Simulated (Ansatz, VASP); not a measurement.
**Two plane-wave programs on CoO**

Contents of INCAR:

```
PREC = Accurate ; ENCUT = 520
EDIFF = 1E-7 ; ISMEAR = 0
SIGMA = 0.05 ; LREAL = F
LASPH = T ; NELM = 150
ALGO = Normal ; ISIF = 2
LWAVE = F ; LCHARG = F
ISPIN = 2 ; MAGMOM = 2.86 0
LORBIT = 11 ; LMAXMIX = 4
LDAU = T ; LDAUTYPE = 2
LDAUL = 2 -1 ; LDAUU = 3.3 0
LDAUJ = 0 0 ; LDAUPRINT = 1
GGA = PE ; NBANDS = 18
```

File KPOINTS:

```
regular mesh
0
Gamma
  10 10 10
```

POSCAR

```
CoO
1.0
    0.0000000000      2.1315016559      2.1315016559
    2.1315016559      0.0000000000      2.1315016559
    2.1315016559      2.1315016559      0.0000000000
Co O
1 1
Direct
    0.0000000000      0.0000000000      0.0000000000
    0.5000000000      0.5000000000      0.5000000000
```

Input for Ansatz:

```yaml
crystal:
  lattice:
    - [0.0, 2.1315016559, 2.1315016559]
    - [2.1315016559, 0.0, 2.1315016559]
    - [2.1315016559, 2.1315016559, 0.0]
  atoms:
    - { symbol: Co, position: [0.0, 0.0, 0.0], spin: 2.86 }
    - { symbol: O, position: [0.5, 0.5, 0.5] }
basis:
  ecutwfc: 420
  ecutrho_ratio: 4
kpoints:
  mp_grid: { grid: [10, 10, 10] }
hamiltonian:
  xc: pbe
  hubbard: { sites: [{ species: Co, l: d, u_eff: 3.3 }] }
scf:
  occupations: { method: gaussian, width: 0.05 }
  lower_state_search: "off"
output:
  forces: true
  stress: true
  eigenvalues: true
  populations: true
  hubbard: { sites: [{ species: Co, l: d }] }
  eigenstates:
    nscf_kmesh: { grid: [24, 24, 24] }
    de_dk: true
    e_range: [-2.5, 3.744496741175]
  write_density: true
  write_potential: true
  elf: true
  volumetric_format: npy
magnetization:
  spin_polarized: true
checkpoint:
  read: start.run
  write: ck
  compress: false
  write_wavefunctions: false
  write_every: 100000
```

Alike in both runs: task single point; functional PBE; k mesh 10 × 10 × 10; occupations gaussian, width 0.05 eV; collinear spin; Hubbard terms Co d U = 3.3 eV.

```csv
,VASP,Ansatz
version,VASP 6.6.1,Ansatz 0.2.0
potentials or method,"VASP PAW PBE potentials, release 64 (Co, O)","scalar-relativistic, plane waves, PAW"
plane-wave cutoff (eV),520,420
valence electrons in the cell,15,23
```

```csv
,VASP,Ansatz,Ansatz less VASP
pressure (GPa),-2.2,8.2,+10.33
largest component of the traceless stress (GPa),0.00,0.67,+0.673
net moment per atom (μB),1.50,1.50,0.000
size of the moment on the site where the two differ most (μB),2.73,2.60,-0.130
```

Site moments also hang on the region over which each program counts them. The programs project onto different local orbitals, so the same U acts differently. The two sets of potentials don't hold the same shells in valence.

Caveats: a cell with one magnetic atom can't hold antiferromagnetic order, which such compounds often take. The state reached can hang on the start; a lower one may exist.
